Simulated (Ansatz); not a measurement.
All numbers below come from DFT PBE, scalar-relativistic, plane waves, PAW (Ansatz). Settings: cutoff 420 eV, Γ-centred meshes spaced at most about 0.3 Å⁻¹ (2π included), Gaussian smearing. No spin polarisation.

All energies are static (0 K, no zero-point motion).

Two relaxed structures of AlH7:

1. Space group P4mm (No. 99), tetragonal, a = 3.393 Å, c = 8.441 Å. Al has 1 H at 1.58 Å and 4 H at 1.78 Å; around H on a site of symmetry m lies 1 H at 0.74 Å; H on a site of symmetry 2mm has 2 Al at 1.78 Å; H on a site of symmetry 4mm is surrounded by 1 Al at 1.58 Å.

2. Space group P1 (No. 1), triclinic, a = 4.684 Å, b = 7.999 Å, c = 8.076 Å, α = 61.1°, β = 84.2°, γ = 83.3°. Al on its first site has 6 H at 1.76–1.77 Å; Al on its second site has 6 H at 1.76–1.77 Å; H on its first site is surrounded by 1 H at 0.75 Å; around H on its second site lies 1 H at 0.75 Å; around H on its third site lies 1 H at 0.75 Å; 11 more sites not described.

Question: Which would you expect to be lower, and how large is the difference?

Answer: Cell 2 is lower, by 23 meV/atom. Cell 1 has space group P4mm (No. 99), 12.1 Å³/atom and a gap of 1.54 eV on its mesh; cell 2 has space group P1 (No. 1), 16.4 Å³/atom and a gap of 2.57 eV. Counting H atoms around Al (those within 1.25 times the shortest such distance or 1.15 times the sum of covalent radii, 1.27 where that leaves under three; a plus sign parts nearer from farther groups), cell 1 has Al 1+4 and cell 2 has Al 6. Cell 1 and cell 2 both hold H–H pairs as short as in free H₂ molecules. Even the lower one lies +0.07 eV/atom against the reference forms of the elements (uncorrected), a margin that errors in the energy of the gaseous reference can exceed. Origin: cell 1, invented; cell 2, invented, then shaken at random and relaxed again.

Weakly bound directions are ill-defined at this level, which has no dispersion term (P4mm, P1), and this can change margins and order among such cells. Kohn–Sham gaps at this level usually fall short of measured ones. With hydrogen, zero-point motion can shift such differences by 10 meV/atom or more. Cells relaxed within their symmetry can be saddle points.
